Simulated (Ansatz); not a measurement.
The system is Rh.

```xyz
4
Lattice="2.6917 0.0000 0.0000 -1.3459 2.3311 0.0000 0.0000 0.0000 8.7981" Properties=species:S:1:pos:R:3 pbc="T T T"
Rh    1.3459    0.7770    6.5986
Rh    0.0000    0.0000    4.3990
Rh    0.0000    1.5541    2.1995
Rh    0.0000    0.0000    0.0000
```

This isn't the form of Rh at room conditions, which is fcc.

Base run:

- Program: Ansatz 0.2.0
- Functional: PBEsol
- Potentials or basis: all-electron LAPW, scalar-relativistic
- Cutoff: 257 eV
- Density cutoff: 1026 eV
- Basis error allowed: 0.002 eV/atom
- k mesh: 11 × 11 × 3
- Occupations: fermi-dirac, width 0.05 eV
- Spin: no spin polarisation

Its results: pressure -5.6 GPa.

Problem. The run is repeated on the same cell with these changes: functional from PBEsol to LDA. What comes out?

Solution. Pressure -11.6 GPa.

LDA binds more tightly than PBEsol, so the same cell stands under less pressure.

Not every run made on this cell is shown here.
